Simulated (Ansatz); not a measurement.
# Se: how well frozen cores do

Aim: solve Se at one geometry with all-electron LAPW, frozen-core PAW and datasets made for this crystal, and see where they agree.

Program: Ansatz 0.2.0. Level of theory: DFT PBEsol, scalar-relativistic. These are calculated values, not measurements.

## (1) The structure to begin with

Symmetry: P3_121, No. 152, trigonal system. The conventional cell has a = 4.366 Å, b = 4.366 Å, c = 4.954 Å, α = 90.00°, β = 90.00°, γ = 120.00°. Se (site symmetry 2) has 2 Se at 2.37 Å as nearest neighbours.

As a file:

```xyz
3
Lattice="4.3662 0.0000 0.0000 -2.1831 3.7812 0.0000 0.0000 0.0000 4.9536" Properties=species:S:1:pos:R:3 pbc="T T T"
Se    0.9841    0.0000    1.6512
Se   -0.4921    0.8523    3.3024
Se    1.6910    2.9289    0.0000
```

The structure is an experimental refinement, used without relaxation.

Atoms are numbered in the order of the input: Se1, Se2, Se3.

## (2) All-electron LAPW

Input file input.yaml:

```yaml
crystal:
  lattice:
    - [4.3661999489, 0.0, 0.0]
    - [-2.1830999745, 3.7812400738, 0.0]
    - [0.0, 0.0, 4.9536]
  atoms:
    - { symbol: Se, position: [0.2254, 0.0, 0.3333333333] }
    - { symbol: Se, position: [0.0, 0.2254, 0.6666666667] }
    - { symbol: Se, position: [0.7746, 0.7746, 0.0] }
kpoints:
  mp_grid: { grid: [6, 6, 5] }
  band_path:
    path:
      - [0.0, 0.0, 0.0]
      - [0.5, 0.0, 0.0]
      - [0.3333333333, 0.3333333333, 0.0]
      - [0.0, 0.0, 0.0]
      - [0.0, 0.0, 0.5]
      - [0.5, 0.0, 0.5]
      - [0.3333333333, 0.3333333333, 0.5]
      - [0.0, 0.0, 0.5]
      - [0.5, 0.0, 0.5]
    npoints: 14
scf:
  occupations: { method: fermi_dirac, width: 0.03 }
hamiltonian:
  xc: pbesol
  pseudopotentials: { kind: all_electron, lapw: { basis_error: 0.001 } }
output:
  forces: true
  stress: true
  eigenvalues: true
  populations: true
  dos: { projected: true, de: 0.2, e_range: [-14, 8] }
```

Launch:

```sh
ansatz run input.yaml --threads 1 --pin off --max-ram 6144MiB --backend cpu --events-out ev --progress --plain --runs-dir out
```

## (3) Frozen-core PAW

Edit input.yaml of step 2 so:

```diff
@@ -27,3 +27,3 @@
   xc: pbesol
-  pseudopotentials: { kind: all_electron, lapw: { basis_error: 0.001 } }
+  pseudopotentials: { kind: paw }
 output:
@@ -32,3 +32,9 @@
   eigenvalues: true
+  efg: { contact_densities: true }
   populations: true
+  bader: true
   dos: { projected: true, de: 0.2, e_range: [-14, 8] }
+  write_density: true
+  write_potential: true
+  elf: true
+  volumetric_format: npy
```

## (4) Datasets made for this crystal

Edit input.yaml of step 3 so:

```diff
@@ -22,3 +22,3 @@
       - [0.5, 0.0, 0.5]
-    npoints: 14
+    npoints: 8
 scf:
@@ -27,3 +27,3 @@
   xc: pbesol
-  pseudopotentials: { kind: paw }
+  pseudopotentials: { kind: all_electron, datasets: crystal }
 output:
@@ -33,8 +33 @@
   efg: { contact_densities: true }
-  populations: true
-  bader: true
-  dos: { projected: true, de: 0.2, e_range: [-14, 8] }
-  write_density: true
-  write_potential: true
-  elf: true
-  volumetric_format: npy
```

(Steps that only read results are left out.)

Q: Predict the outcome of this session. Wanted: pressure; gap; largest force; Bader charges; highest ELF.

The runs gave:

| quantity | value |
| --- | --- |
| pressure | LAPW 0.17, PAW 0.17, crystal datasets 0.16 GPa |
| gap (LAPW) | 0.98 eV, indirect from L to H |
| largest force | LAPW 0.281, PAW 0.286, crystal datasets 0.281 eV/Å |
| Bader charges (PAW) | Se1 -0.00 e |
| highest ELF (PAW) | 0.90, 0.89 Å from Se |

What this shows: The pressure is within half a GPa of zero. The gap is 0.98 eV, indirect from L to H. It is the Kohn-Sham gap of a semilocal functional, which mostly lies below the gap found in experiment. Se 4p states make 97 % of the projected weight in the top eV of the valence band. The projection holds only the free atom's occupied shells (Se 4s, Se 4p in this range). The field gradient at Se1, the largest by crystal datasets, is -50.76 by PAW and -51.20 by crystal datasets (10²¹ V/m²), within 5 %. PAW lies less than 0.01 GPa from LAPW in pressure and -0.01 eV in the gap. The forces differ by at most 5 meV/Å in a component, on a largest force of 0.281 eV/Å. LAPW took about 2 times as long as PAW (1.7 min against 51 s, on a shared host and with the outputs that each input asks for).
